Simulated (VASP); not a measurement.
# InSe, self-consistent run: which settings are enough?

InSe, R3m (no. 160), 4 atoms in the cell. PBE; PAW potentials In_d, Se (PBE set). VASP 6.6.1.

Wanted: energy within 0.2 meV/atom; levels at the zone centre within 0.003 eV.

What the run is for: comparing ways to start; Accuracy asked: tight.

Levels at the zone centre: counted from the valence top at that point.

POSCAR:
```
InSe
1.0
    2.0000000000      1.1547005384      8.4400000000
   -2.0000000000      1.1547005384      8.4400000000
    0.0000000000     -2.3094010768      8.4400000000
In Se
2 2
Direct
    0.8886000000      0.8886000000      0.8886000000
    0.0000000000      0.0000000000      0.0000000000
    0.1719000000      0.1719000000      0.1719000000
    0.3835000000      0.3835000000      0.3835000000
```

## How the run starts (with a second run first, the time holds both)

| How the run starts (with a second run first, the time holds both) | Energy less reference (meV/atom) | Levels at the zone centre, largest deviation (eV) | Time (s) |
|---|---|---|---|
| from scratch: 14 SCF iterations | 0.00 | 0.0000 | 287 |
| orbitals of a nearby geometry (ISTART 1): 14 + 12 SCF iterations | 0.00 | 0.0000 | 596 |
| orbitals and density of a nearby geometry: 14 + 8 SCF iterations | 0.00 | 0.0000 | 499 |
| density of a nearby geometry (ICHARG 1): 14 + 13 SCF iterations | 0.00 | 0.0001 | 549 |
| orbitals in the old basis (ISTART 2), symmetry off: 14 + 12 SCF iterations | -0.16 | 0.0000 | 2102 |

## Question

For each series: keep the first row unless others stay within half of the tolerance and take at least 30 % less time, and then take the fastest.

## Answer

- How the run starts (with a second run first, the time holds both): from scratch: 14 SCF iterations

The chosen settings are those of the reference run.

Values of the reference run: Levels at the zone centre: 0, 0, 2.9 eV from the valence top at Gamma.

## The input

INCAR:
```
ALGO = Normal
EDIFF = 1E-6
EFERMI = MIDGAP
ENCUT = 400
GGA = PE
GGA_COMPAT = F
ISIF = 2
ISMEAR = 0
LASPH = T
LCHARG = F
LREAL = F
LWAVE = F
NELM = 120
PREC = Accurate
SIGMA = 0.03
```

KPOINTS:
```
k-points
0
Gamma
  7 7 7
```

Commands:
```
cat potpaw_PBE.64/In_d/POTCAR potpaw_PBE.64/Se/POTCAR > POTCAR
mpirun -np 1 vasp_std > vasp.out
```

The chosen input took VASP 6.6.1 287 s on 1 core (Intel Xeon Platinum 8259CL @ 2.50GHz (Skylake/Cascade Lake)), a shared host.

## An input that fails: restart asked without its files

VASP's message: ERROR: charge density could not be read from file CHGCAR for ICHARG>10.

Changes against the starting input:
```
- NELM = 120
+ NELM = 60
+ ICHARG = 11
```
